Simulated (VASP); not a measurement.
Zr:

```
CELL_PARAMETERS angstrom
-1.81000 1.81000 1.81000
1.81000 -1.81000 1.81000
1.81000 1.81000 -1.81000
ATOMIC_POSITIONS crystal
Zr 0.00000 0.00000 0.00000
```

This isn't the form of Zr at room conditions, which is hcp.

```yaml
Program: VASP 6.6.1
Task: single point
Functional: PBE
Potentials_or_basis: VASP PAW PBE potentials, release 64 (Zr_sv)
Cutoff: 520 eV
k_mesh: 10 × 10 × 10
Occupations: fermi-dirac, width 0.05 eV
Spin: no spin polarisation
```

On this cell: pressure -3.3 GPa; band gap on the k mesh none (metal or under the smearing width).

The same run follows on a disturbed copy (cell strained at random at fixed volume):

```
Zr
1.0
    -1.84427    1.86024    1.77457
     1.87912   -1.87150    1.82068
     1.75054    1.77777   -1.78583
Zr
1
Direct
  0.02239 0.99601 0.01201
```

What changes?

The energy (extrapolated to zero smearing) moves by +5.7 meV/atom; pressure -3.3 GPa; band gap on the k mesh none (metal or under the smearing width).

Stress tensor (GPa, compression positive):
```
-3.26  1.40 -0.59
 1.40 -3.27  0.35
-0.59  0.35 -3.42
```
